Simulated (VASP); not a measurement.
# SnTe (Fm-3m) in VASP: notebook

Runs on SnTe. Level: PBE+D3(BJ). Tasks: single point.

Everything below comes from runs of VASP 6.6.1. Logs are shortened: lines on timing, memory, paths and dates and some standing lists are left out, and cuts for length are marked.

**What was measured.**

A printed reference work, textbook reports, for a bulk crystal of SnTe at 300 K: band gap 0.18 eV (direct).

The results are compared with them further down.

**1. The cell of the first run**

It takes space group Fm-3m (No. 225, cubic). The conventional cell has a = 6.313 Å, b = 6.313 Å, c = 6.313 Å, α = 90.00°, β = 90.00°, γ = 90.00°. Sn (site symmetry m-3m) has 6 Te at 3.16 Å within 4.2 Å. Te (site symmetry m-3m) has 6 Sn at 3.16 Å within 4.2 Å.

**2. Single point, PBE+D3(BJ)**

INCAR reads:

```
PREC = Accurate ; ENCUT = 500
EDIFF = 1E-6 ; ISMEAR = 0
SIGMA = 0.1 ; LREAL = F
LASPH = T ; NELM = 120
ALGO = Normal ; ISIF = 2
LWAVE = F ; LCHARG = T
GGA = PE ; IVDW = 12
LELF = T ; LVHAR = T
NBANDS = 17 ; GGA_COMPAT = F
```

KPOINTS reads:

```
regular mesh
0
Gamma
  6 6 6
```

POSCAR reads:

```
SnTe
1.0
    0.0000000000      3.1565000000      3.1565000000
    3.1565000000      0.0000000000      3.1565000000
    3.1565000000      3.1565000000      0.0000000000
Sn Te
1 1
Direct
    0.0000000000      0.0000000000      0.0000000000
    0.5000000000      0.5000000000      0.5000000000
```

Potentials or basis: VASP PAW PBE potentials, release 64 (Sn_d, Te).

Launch:

```sh
$ cat potpaw_PBE.64/Sn_d/POTCAR potpaw_PBE.64/Te/POTCAR > POTCAR
$ mpirun -np 1 vasp_std > vasp.out
```

OUTCAR:

```text
PREC = Accurate
   ENCUT = 500
   EDIFF = 1E-6
   ISMEAR = 0
   LREAL = F
   LASPH = T
   NELM = 120
   ISIF = 2
   GGA = PE
   IVDW = 12
 IVDW          = 12

 ion  position               nearest neighbor table
   1  0.000  0.000  0.000-   2 3.16   2 3.16   2 3.16   2 3.16   2 3.16   2 3.16
   2  0.500  0.500  0.500-   1 3.16   1 3.16   1 3.16   1 3.16   1 3.16   1 3.16

  LATTYP: Found a face centered cubic cell.
 ALAT       =     6.3130000000

  Lattice vectors:

 A1 = (   0.0000000000,   3.1565000000,   3.1565000000)
 A2 = (   3.1565000000,   0.0000000000,   3.1565000000)
 A3 = (   3.1565000000,   3.1565000000,   0.0000000000)

Analysis of symmetry for initial positions (statically):
=====================================================================
 Subroutine PRICEL returns:
 Original cell was already a primitive cell.

 Routine SETGRP: Setting up the symmetry group for a
 face centered cubic supercell.

 Subroutine GETGRP returns: Found 48 space group operations
[... 9 lines left out ...]

 Routine SETGRP: Setting up the symmetry group for a
 face centered cubic supercell.

 Subroutine GETGRP returns: Found 48 space group operations
[... 11 lines left out ...]
                                     Primitive cell

  volume of cell :      62.8995

  direct lattice vectors                    reciprocal lattice vectors
     0.000000000  3.156500000  3.156500000    -0.158403295  0.158403295  0.158403295
     3.156500000  0.000000000  3.156500000     0.158403295 -0.158403295  0.158403295
     3.156500000  3.156500000  0.000000000     0.158403295  0.158403295 -0.158403295

  length of vectors
     4.463965110  4.463965110  4.463965110     0.274362555  0.274362555  0.274362555

  position of ions in fractional coordinates (direct lattice)
     0.000000000  0.000000000  0.000000000
     0.500000000  0.500000000  0.500000000

  ion indices of the primitive-cell ions
   primitive index   ion index
                 1           1
                 2           2

----------------------------------------------------------------------------------------

 KPOINTS: regular mesh

Automatic generation of k-mesh.
 Grid dimensions read from file:
 generate k-points for:    6    6    6

 Generating k-lattice:

  Cartesian coordinates                     Fractional coordinates (reciprocal lattice)
    -0.026400549  0.026400549  0.026400549     0.166666667  0.000000000  0.000000000
     0.026400549 -0.026400549  0.026400549     0.000000000  0.166666667  0.000000000
[... 45 lines left out ...]
   LSORBIT =      F    spin-orbit coupling
   LASPH  =      T    aspherical Exc in radial PAW
   ENCUT  =  500.0 eV  36.75 Ry    6.06 a.u.   8.14  8.14  8.14*2*pi/ulx,y,z
   NELM   =    120;   NELMIN=  2; NELMDL= -5     # of ELM steps
   EDIFF  = 0.1E-05   stopping-criterion for ELM
   LREAL  =      F    real-space projection
   EDIFFG = 0.1E-04   stopping-criterion for IOM
   NSW    =      0    number of steps for IOM
   IBRION =     -1    ionic relax: 0-MD 1-quasi-New 2-CG
   NFREE  =      0    steps in history (QN), initial steepest desc. (CG)
   ISIF   =      2    stress and relaxation
   ISYM   =      2    0-nonsym 1-usesym 2-fastsym
   POTIM  = 0.5000    time-step for ionic-motion
   TEBEG  =    0.0;   TEEND  =   0.0 temperature during run
   PSTRESS=    0.0 pullay stress
   NELECT =      20.0000    total number of electrons
   NUPDOWN=      -1.0000    fix difference up-down
   EMIN   =  10.00;   EMAX   =-10.00  energy-range for DOS
   EFERMI =   0.00;   METHOD = LEGACY
   ISMEAR =     0;   SIGMA  =   0.10  broadening in eV -4-tet -1-fermi 0-gaus
   EFERMI_NEDOS =   21; number of points for ismear=-14 and -15
   IALGO  =     38    algorithm
   IMIX   =      4    mixing-type and parameters
     AMIX     =   0.40;   BMIX     =  1.00
     AMIX_MAG =   1.60;   BMIX_MAG =  1.00
  volume/ion in A,a.u.               =      31.45       212.23
  Fermi-wavevector in a.u.,A,eV,Ry     =   1.117384  2.111549 16.987507  1.248547
  Thomas-Fermi vector in A             =   2.254006
   LORBIT       =      0    0 simple, 1 ext, 2 COOP (PROOUT), +10 PAW based schemes
   GGA     = PE    functional components
   LHFCALC =     F    Hartree Fock is set to
   AEXX    =    0.0000 exact exchange contribution
   IVDW    =    12    specifies the selected vdW correction
   LEPSILON=     F    determine dielectric tensor
   LRPA    =     F    only Hartree local field effects (RPA)
 non-spin polarized calculation
 Gauss-broadening in eV      SIGMA  =   0.10
  energy-cutoff  :      500.00
  volume of cell :       62.90
 maximum number of plane-waves:      1639
 NGX is ok and might be reduce to    36
   NGX = 17   NGY = 17   NGZ = 17

 number of electron      19.9999999 magnetization

 Free energy of the ion-electron system (eV)
  ---------------------------------------------------
  ext. energy  EPLUGINS =         0.00000000
  ---------------------------------------------------
  free energy    TOTEN  =        -7.54766475 eV

  energy without entropy =       -7.54588945  energy(sigma->0) =       -7.54677710

 E-fermi :   6.9418     XC(G=0):  -9.4743

 val. band max:        6.9014409992   @ k =   0.5000   0.0000   0.0000
 cond. band min:       6.9821986241   @ k =   0.5000   0.0000   0.0000
 fundamental gap:      0.0807576248
 Fermi energy:         6.9418191768

 k-point     1 :       0.0000    0.0000    0.0000
  band No.  band energies     occupation
      1     -15.0233      2.00000
      2     -15.0233      2.00000
      3     -15.0175      2.00000
      4     -15.0175      2.00000
      5     -15.0175      2.00000
      6      -5.8768      2.00000
[... 297 lines left out ...]
      4     -15.0106      2.00000
      5     -15.0069      2.00000
      6      -4.2466      2.00000
[... 9 lines left out ...]
     16      16.9502      0.00000
     17      18.1094      0.00000

------------------------ aborting loop because EDIFF is reached ----------------------------------------

 Edisp (eV)   -0.79737

 E8    (eV) :    -0.3758

  FORCE on cell =-STRESS in cart. coord.  units (eV):
  Direction    XX          YY          ZZ          XY          YZ          ZX
  --------------------------------------------------------------------------------------
  -------------------------------------------------------------------------------------
  Total      -0.06171    -0.06171    -0.06171    -0.00000     0.00000     0.00000
  in kB      -1.57177    -1.57177    -1.57177    -0.00000     0.00000     0.00000
  external pressure =       -1.57 kB  Pullay stress =        0.00 kB

 VOLUME and BASIS-vectors are now :
 -----------------------------------------------------------------------------
  energy-cutoff  :      500.00
  volume of cell :       62.90
      direct lattice vectors                 reciprocal lattice vectors
     0.000000000  3.156500000  3.156500000    -0.158403295  0.158403295  0.158403295
     3.156500000  0.000000000  3.156500000     0.158403295 -0.158403295  0.158403295
     3.156500000  3.156500000  0.000000000     0.158403295  0.158403295 -0.158403295

 POSITION                                       TOTAL-FORCE (eV/Angst)
 -----------------------------------------------------------------------------------
      0.00000      0.00000      0.00000        -0.000000     -0.000000     -0.000000
      3.15650      3.15650      3.15650         0.000000      0.000000      0.000000
 -----------------------------------------------------------------------------------
    total drift:                               -0.000000      0.000000      0.000000

  FREE ENERGIE OF THE ION-ELECTRON SYSTEM (eV)
  ---------------------------------------------------
  free  energy   TOTEN  =        -8.3450311378 eV

  energy  without entropy=       -8.3432558439  energy(sigma->0) =       -8.34414349
```

Wall time 17 s (1 thread of Intel Xeon 6975P-C, shared host); peak memory 0.21 GiB.

Results:

| Property | Result |
| --- | --- |
| Free energy | -8.3450 eV |
| Pressure | -0.2 GPa |
| Band gap on the k mesh | 0.08 eV, direct |
| Dispersion energy per atom | -0.399 eV |

Caveat: spin-orbit coupling is left out, which moves the levels of the heavy elements.

**3. Single point, PBE+D3(BJ)**

This run uses another cell than the first one, of 31.36 Å³/atom, 0.997 times its volume.

INCAR reads:

```
ALGO = Normal ; EDIFF = 1E-6
ENCUT = 500 ; GGA = PE
GGA_COMPAT = False ; ISIF = 2
ISMEAR = 0 ; IVDW = 12
LASPH = True ; LCHARG = True
LELF = True ; LREAL = False
LVHAR = True ; LWAVE = False
NBANDS = 17 ; NELM = 120
PREC = Accurate ; SIGMA = 0.01
```

KPOINTS reads:

```
k-points
0
Gamma
  10 10 10
```

POSCAR reads:

```
SnTe
1.0
    0.0000000000      3.1534991161      3.1534991161
    3.1534991161      0.0000000000      3.1534991161
    3.1534991161      3.1534991161      0.0000000000
Sn Te
1 1
Direct
    0.0000000000      0.0000000000      0.0000000000
    0.5000000000      0.5000000000      0.5000000000
```

Potentials or basis: VASP PAW PBE potentials, release 64 (Sn_d, Te).

Launch:

```sh
$ cat potpaw_PBE.64/Sn_d/POTCAR potpaw_PBE.64/Te/POTCAR > POTCAR
$ mpirun -np 1 vasp_std > vasp.out
```

Run time: 41 s. Hardware: 1 thread of Intel Xeon 6975P-C, shared host; peak memory 0.24 GiB.

Results (log left out):

```
Free energy                : -8.3444 eV
Pressure                   : 0.0 GPa
Band gap on the k mesh     : 0.09 eV, direct
Dispersion energy per atom : -0.400 eV
```

Levels at points of the mesh, in eV from the valence-band top:
| k point | band 8 | band 9 | band 10 | band 11 | band 12 | band 13 |
| --- | --- | --- | --- | --- | --- | --- |
| (0.00, 0.00, 0.00) | -2.15 | -2.15 | -2.15 | 3.33 | 3.33 | 3.33 |
| (0.50, 0.00, 0.00) | -1.82 | -1.82 | 0.00 | 0.09 | 0.36 | 0.36 |
| (0.50, 0.50, 0.00) | -5.58 | -3.75 | -3.75 | 2.17 | 4.90 | 4.90 |

Caveat: spin-orbit coupling is left out, which moves the levels of the heavy elements.

**4. Single point, PBE+D3(BJ)**

This run uses another cell than the first one, of 31.36 Å³/atom, 0.997 times its volume.

INCAR reads:

```
ALGO = Normal
EDIFF = 1E-6
ENCUT = 500
GGA = PE
GGA_COMPAT = False
ISIF = 2
ISMEAR = 0
IVDW = 12
LASPH = True
LCHARG = False
LREAL = False
LWAVE = False
NBANDS = 17
NELM = 120
PREC = Accurate
SIGMA = 0.01
```

KPOINTS is that of step 3.

POSCAR reads:

```
SnTe
1.0
    0.0000000000      3.1534990150      3.1534990150
    3.1534990150      0.0000000000      3.1534990150
    3.1534990150      3.1534990150      0.0000000000
Sn Te
1 1
Direct
    0.0000000000      0.0000000000      0.0000000000
    0.5000000000      0.5000000000      0.5000000000
```

Launch:

```sh
$ cat potpaw_PBE.64/Sn_d/POTCAR potpaw_PBE.64/Te/POTCAR > POTCAR
$ mpirun -np 1 vasp_std > vasp.out
```

Run time: 43 s. Hardware: 1 thread of Intel Xeon 6975P-C, shared host; peak memory 0.23 GiB.

The run converged. Its results:

| Quantity | Value |
| --- | --- |
| Free energy | -8.3444 eV |
| Pressure | 0.0 GPa |
| Band gap on the k mesh | 0.09 eV, direct |
| Dispersion energy per atom | -0.400 eV |

Levels at points of the mesh, in eV from the valence-band top:
```tsv
k point	band 8	band 9	band 10	band 11	band 12	band 13
(0.00, 0.00, 0.00)	-2.15	-2.15	-2.15	3.33	3.33	3.33
(0.50, 0.00, 0.00)	-1.82	-1.82	0.00	0.09	0.36	0.36
(0.50, 0.50, 0.00)	-5.58	-3.75	-3.75	2.17	4.90	4.90
```

Caveat: spin-orbit coupling is left out, which moves the levels of the heavy elements.

**5. How close it comes**

Step 2. Measured gap of SnTe: 0.18 eV (direct; 300 K; a printed reference work, textbook). This calculation gives 0.08 eV (-0.10 eV). Spin-orbit coupling on Sn, Te is left out. The value is that of PBE+D3(BJ) on a finite k mesh, which can miss the band edges, without temperature or zero-point motion. Semilocal functionals fall short of measured gaps as a rule.

Step 3. A measured gap of SnTe is 0.18 eV (direct; 300 K; a printed reference work, textbook); the calculated 0.09 eV misses it by -0.09 eV. Spin-orbit coupling on Sn, Te is left out. The value is that of PBE+D3(BJ) on a finite k mesh, which can miss the band edges, without temperature or zero-point motion. Semilocal functionals fall short of measured gaps as a rule.

Step 4. Measured gap of SnTe: 0.18 eV (direct; 300 K; a printed reference work, textbook). This calculation gives 0.09 eV (-0.09 eV). Spin-orbit coupling on Sn, Te is left out. The value is that of PBE+D3(BJ) on a finite k mesh, which can miss the band edges, without temperature or zero-point motion. Semilocal functionals fall short of measured gaps as a rule.
